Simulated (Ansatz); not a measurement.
Sn in Ansatz: the effect of functional

Sn:

```
Sn
1.0
    -2.06899    2.06899    1.69333
     2.06899   -2.06899    1.69333
     2.06899    2.06899   -1.69333
Sn
1
Direct
  0.00000 0.00000 0.00000
```

This isn't the form of Sn at room conditions, which is tetragonal (white tin).

The cell isn't the ideal one: volume scaled by 1.06.

Alike in all runs:

* Program: Ansatz 0.2.0
* Task: single point
* Potentials or basis: Ansatz PAW
* k mesh: 10 × 10 × 10
* Occupations: fermi-dirac, width 0.05 eV
* Spin: no spin polarisation

```tsv
functional	cutoff	pressure (GPa)
LDA	420 eV (not typed: the program's choice for these potentials)	-5.3
PBEsol	420 eV (not typed: the program's choice for these potentials)	?
r2SCAN	500 eV (not typed: the program's choice for these potentials)	-2.9
```

Q: What does the run with functional PBEsol give?

A: Pressure -4.2 GPa.

Caveats: the PAW data sets come from PBE, with cores solved anew for the run's functional, which leaves a small shift of forces and pressure.
